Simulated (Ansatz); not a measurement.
## Tl: enthalpies of structure types against pressure

All-electron LAPW in Ansatz 0.2.0 under PBE, scalar-relativistic, energies extrapolated to zero smearing. Each structure type was compressed from its own relaxed volume, symmetry kept and shape relaxed on PAW files, and E(V) was fitted to energies and pressures; H = E + pV has no temperature or zero-point term. Only these types were tried: omega (P6/mmm, 7×7×10 mesh, 31.70 Å³/atom at rest); sc (Pm-3m, 12×12×12 mesh, 34.38 Å³/atom at rest); bcc (Im-3m, 15×15×15 mesh, 31.49 Å³/atom at rest); diamond (Fd-3m, 10×10×10 mesh, 45.12 Å³/atom at rest); simple hexagonal (P6/mmm, 14×14×13 mesh, 33.02 Å³/atom at rest); hcp (P6_3/mmc, 14×14×8 mesh, 31.48 Å³/atom at rest); beta tin (I4_1/amd, 13×13×13 mesh, 33.34 Å³/atom at rest). Spin polarisation is left out. Spin–orbit coupling is left out; Fermi–Dirac smearing is 0.05 to 0.1 eV. Enthalpies carry a few meV/atom of noise from meshes and fits.

(1) Which type is lowest at zero pressure, and what follows up to 160 GPa?

Results:

(1) Among the types tried, hcp is lowest at zero pressure and stays so up to 160 GPa. At zero pressure the lead is under 5 meV/atom, within the noise. Enthalpies against hcp:

```json
{"p (GPa)": "0", "omega (meV/atom)": "15", "sc (meV/atom)": "134", "bcc (meV/atom)": "3", "diamond (meV/atom)": "372", "simple hexagonal (meV/atom)": "83", "hcp (meV/atom)": "0", "beta tin (meV/atom)": "88"}
{"p (GPa)": "4.7", "omega (meV/atom)": "19", "sc (meV/atom)": "204", "bcc (meV/atom)": "4", "diamond (meV/atom)": "693", "simple hexagonal (meV/atom)": "119", "hcp (meV/atom)": "0", "beta tin (meV/atom)": "133"}
{"p (GPa)": "13", "omega (meV/atom)": "26", "sc (meV/atom)": "290", "bcc (meV/atom)": "6", "diamond (meV/atom)": "1102", "simple hexagonal (meV/atom)": "163", "hcp (meV/atom)": "0", "beta tin (meV/atom)": "191"}
{"p (GPa)": "24", "omega (meV/atom)": "33", "sc (meV/atom)": "380", "bcc (meV/atom)": "6", "diamond (meV/atom)": "1534", "simple hexagonal (meV/atom)": "207", "hcp (meV/atom)": "0", "beta tin (meV/atom)": "248"}
{"p (GPa)": "47", "omega (meV/atom)": "47", "sc (meV/atom)": "533", "bcc (meV/atom)": "5", "diamond (meV/atom)": "2278", "simple hexagonal (meV/atom)": "274", "hcp (meV/atom)": "0", "beta tin (meV/atom)": "341"}
{"p (GPa)": "79", "omega (meV/atom)": "63", "sc (meV/atom)": "712", "bcc (meV/atom)": "5", "diamond (meV/atom)": "3149", "simple hexagonal (meV/atom)": "349", "hcp (meV/atom)": "0", "beta tin (meV/atom)": "445"}
{"p (GPa)": "120", "omega (meV/atom)": "81", "sc (meV/atom)": "914", "bcc (meV/atom)": "7", "diamond (meV/atom)": "4123", "simple hexagonal (meV/atom)": "434", "hcp (meV/atom)": "0", "beta tin (meV/atom)": "563"}
{"p (GPa)": "150", "omega (meV/atom)": "93", "sc (meV/atom)": "1050", "bcc (meV/atom)": "10", "diamond (meV/atom)": "4771", "simple hexagonal (meV/atom)": "494", "hcp (meV/atom)": "0", "beta tin (meV/atom)": "645"}
```
